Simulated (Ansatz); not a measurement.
## Equation of state of HfB2 from a dense series

```yaml
crystal:
  lattice:
    - [3.14000, 0.00000, 0.00000]
    - [-1.57000, 2.71932, 0.00000]
    - [0.00000, 0.00000, 3.48000]
  atoms:
    - { symbol: Hf, position: [0.00000, 0.00000, 0.00000] }
    - { symbol: B, position: [0.33333, 0.66667, 0.50000] }
    - { symbol: B, position: [0.66667, 0.33333, 0.50000] }
```

Atoms are numbered in the order listed.

The cell is COD entry 1510711, as deposited and not checked against the literature; nothing was relaxed.

Spin–orbit coupling is left out, though it moves levels of the heavy atoms by tenths of an eV or more.

Computed with DFT, PBE, all-electron LAPW, scalar-relativistic (Ansatz 0.2.0).

Numerical set-up: a Γ-centred 13×13×11 k mesh, Fermi–Dirac smearing of 0.05 eV, basis error target 0.5 meV/atom, no spin polarisation.

The cell is scaled evenly. Fractional coordinates are held (clamped ions).

| V (Å³/atom) | P (GPa) |
| --- | --- |
| 9.311 | 19.21 |
| 9.509 | 12.70 |
| 9.707 | 6.79 |
| 9.806 | 4.04 |
| 9.905 | 1.43 |
| 10.004 | -1.06 |
| 10.103 | -3.44 |
| 10.499 | -11.87 |

Problem. Fit a third-order Birch–Murnaghan curve to the pressures.

Solution. P = (3B0/2)(y^(7/2) − y^(5/2))[1 + (3/4)(B0′ − 4)(y − 1)] with y = (V0/V)^(2/3) fits within 0.01 GPa for V0 = 9.961 Å³/atom, B0 = 249.7 GPa and B0′ = 3.86.

Problem. Predict the pressure at the withheld volume, 10.301 Å³/atom.

Solution. There y = 0.9779, so the fit gives -7.86 GPa; the run gave -7.86 GPa.
